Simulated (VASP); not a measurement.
Crystal: C.

```
CELL_PARAMETERS angstrom
0.00000 1.78337 1.78337
1.78337 0.00000 1.78337
1.78337 1.78337 0.00000
ATOMIC_POSITIONS crystal
C 0.75000 0.75000 0.75000
C 0.50000 0.50000 0.50000
```

This isn't the form of C at room conditions, which is graphite.

Base run:

| Item | Value |
| --- | --- |
| Program | VASP 6.6.1 |
| Functional | TPSS |
| Potentials or basis | VASP PAW PBE potentials, release 64 (C) |
| Cutoff | 520 eV |
| k mesh | 13 × 13 × 13 |
| Occupations | fermi-dirac, width 0.05 eV |
| Spin | no spin polarisation |

Its results: band gap on the k mesh 4.17 eV, indirect (least direct gap 5.82 eV); pressure 1.8 GPa.

After a change of settings the same cell gave: band gap on the k mesh 4.34 eV, indirect (least direct gap 5.84 eV); pressure -1.3 GPa. Which change was it?
A. functional from TPSS to rSCAN; further incar settings from ALGO = Normal; EDIFF = 1e-07 to ALGO = Normal; EDIFF = 1e-06; NBANDS = 11
B. functional from TPSS to SCAN; further incar settings from ALGO = Normal; EDIFF = 1e-07 to ALGO = Normal; EDIFF = 1e-06
C. functional from TPSS to r2SCAN; further incar settings from ALGO = Normal; EDIFF = 1e-07 to ALGO = Normal; EDIFF = 1e-07; NBANDS = 11

C.

Caveats: the PAW data sets were made with another functional, which shifts forces and pressure a little.
